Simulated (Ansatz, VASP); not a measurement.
**In, level by level in two programs**

```
CELL_PARAMETERS angstrom
-1.59229 1.59229 2.42320
1.59229 -1.59229 2.42320
1.59229 1.59229 -2.42320
ATOMIC_POSITIONS crystal
In 0.00000 0.00000 0.00000
```

Change from the starting cell: volume scaled by 0.94.

Single points on this cell with VASP 6.6.1 and Ansatz 0.2.0. Each row is one pair of runs. Alike in all rows: spin: off; k mesh: 11 × 11 × 11; smearing: fermi-dirac, width 0.05 eV; VASP's potentials, cutoff: VASP PAW PBE potentials, release 64 (In_d), 520 eV.

| level | Ansatz's potentials, cutoff | gap on the k mesh at the Fermi level (eV), VASP | gap on the k mesh at the Fermi level (eV), Ansatz | pressure (GPa), VASP | pressure (GPa), Ansatz | largest component of the traceless stress (GPa), VASP | largest component of the traceless stress (GPa), Ansatz |
| --- | --- | --- | --- | --- | --- | --- | --- |
| PBE | Ansatz PAW, 420 eV | none | none | 5.3 | 5.3 | 0.60 | 0.60 |
| r2SCAN | Ansatz PAW, 500 eV | none | none | 3.4 | 3.4 | 0.44 | 0.44 |
| PBEsol | Ansatz PAW, 420 eV | none | none | 1.9 | 2.0 | 0.52 | 0.52 |

Pressure (GPa): the two programs differ by at most 0.05; largest component of the traceless stress (GPa): the two programs differ by at most 0.003.

A gap of «none» marks a metal or a gap that the smearing closes.

Caveats: the PAW data sets were made with another functional, which shifts forces and pressure a little (VASP); the PAW data sets come from PBE, with cores solved anew for the run's functional, which leaves a small shift of forces and pressure (Ansatz).
